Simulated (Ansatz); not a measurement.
The system is Ge.

```xyz
2
Lattice="1.4881 -2.5947 0.0000 1.4881 2.5947 0.0000 0.0000 0.0000 4.7276" Properties=species:S:1:pos:R:3 pbc="T T T"
Ge    1.4881    0.8643    1.1819
Ge    1.4881   -0.8643    3.5457
```

This isn't the form of Ge at room conditions, which is diamond.

Base run:

```yaml
Program: Ansatz 0.2.0
Functional: LDA
Potentials_or_basis: Ansatz PAW
Cutoff: "420 eV (not typed: the program's choice for these potentials)"
k_mesh: 10 × 10 × 6
Occupations: fermi-dirac, width 0.05 eV
Spin: no spin polarisation
```

Its results: band gap on the k mesh none (metal or under the smearing width); pressure -1.2 GPa.

Problem. After a change of settings the same cell gave: band gap on the k mesh none (metal or under the smearing width); pressure 2.1 GPa. Which change was it?
A. functional from LDA to PBEsol
B. functional from LDA to PBEsol; spin from no spin polarisation to spin-orbit coupling, no magnetisation; potential files from those of the base run to others of the same set
C. functional from LDA to r2SCAN; cutoff from 420 eV (not typed: the program's choice for these potentials) to 500 eV (not typed: the program's choice for these potentials)

Solution. C.

Caveats: the PAW data sets come from PBE, with cores solved anew for the run's functional, which leaves a small shift of forces and pressure.
